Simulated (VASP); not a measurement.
Ca:

```
CELL_PARAMETERS angstrom
-2.19049 2.19049 2.19049
2.19049 -2.19049 2.19049
2.19049 2.19049 -2.19049
ATOMIC_POSITIONS crystal
Ca 0.00000 0.00000 0.00000
```

This isn't the form of Ca at room conditions, which is fcc.

- Program: VASP 6.6.1
- Task: relaxation of cell and atoms
- Functional: PBE
- Dispersion: D3(BJ)
- Potentials or basis: VASP PAW PBE potentials, release 64 (Ca_sv)
- Cutoff: 600 eV
- k mesh: 14 × 14 × 14
- Occupations: gaussian, width 0.1 eV
- Spin: no spin polarisation

At the start: pressure -0.8 GPa; volume 42.04 Å³/atom.

Task: How do energy, volume and symmetry change on relaxing?

Result: Over 4 steps the energy falls by 5.1 meV/atom and the volume is 40.02 Å³/atom (-4.8 %); space group Im-3m (No. 229, to 0.05 Å).

Step by step:
| step | energy change (eV) | largest force (eV/Å) | pressure (GPa) | volume (Å³) |
| --- | --- | --- | --- | --- |
| 1 | 0.0000 | 0.0000 | -0.78 | 42.04 |
| 2 | -0.0042 | 0.0000 | -0.32 | 40.82 |
| 3 | -0.0050 | 0.0000 | -0.02 | 40.08 |
| 4 | -0.0051 | 0.0000 | 0.00 | 40.02 |

Final structure:
```yaml
crystal:
  lattice:
    - [-2.15483, 2.15483, 2.15483]
    - [2.15483, -2.15483, 2.15483]
    - [2.15483, 2.15483, -2.15483]
  atoms:
    - { symbol: Ca, position: [0.00000, 0.00000, 0.00000] }
```

Caveat: pairwise dispersion overbinds metals, which lowers pressure and volume.
